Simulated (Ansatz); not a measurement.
## Nb under changes of volume

One of the cells (18.428 Å³/atom); the others are scaled copies at fixed shape and fractional positions:

```xyz
1
Lattice="-1.6640 1.6640 1.6640 1.6640 -1.6640 1.6640 1.6640 1.6640 -1.6640" Properties=species:S:1:pos:R:3 pbc="T T T"
Nb    0.0000    0.0000    0.0000
```

- Program: Ansatz 0.2.0
- Functional: LDA
- Potentials or basis: all-electron LAPW, scalar-relativistic
- Cutoff: 216 eV (chosen from the basis error)
- Basis error allowed: 0.001 eV/atom
- k mesh: 11 × 11 × 11
- Occupations: fermi-dirac, width 0.05 eV
- Spin: no spin polarisation

| volume (Å³/atom) | energy over the lowest point (meV/atom) | pressure (GPa) |
| --- | --- | --- |
| 17.322 | 0.00 | -1.4 |
| 17.691 | 7.49 | -5.1 |
| 18.060 | ? | ? |
| 18.428 | 45.89 | -11.6 |
| 18.797 | 75.61 | -14.4 |
| 19.165 | 111.60 | -17.0 |
| 19.534 | 153.28 | -19.3 |

Problem. What does the run at 18.060 Å³/atom give?

Solution. Energy over the lowest point 22.99 meV/atom; pressure -8.5 GPa.

Worked out: A Birch-Murnaghan fit of order 3 (a polynomial in V^(-2/3)) to the other rows has its minimum at 17.19 Å³/atom, just outside them, with B0 = V·E''(V) = 183 GPa and B' = 2.9. It gives 23.01 meV/atom at 18.060 Å³/atom, against the run's 22.99, and -dE/dV = -8.4 GPa, against -8.5.

Energies are extrapolated to zero smearing.
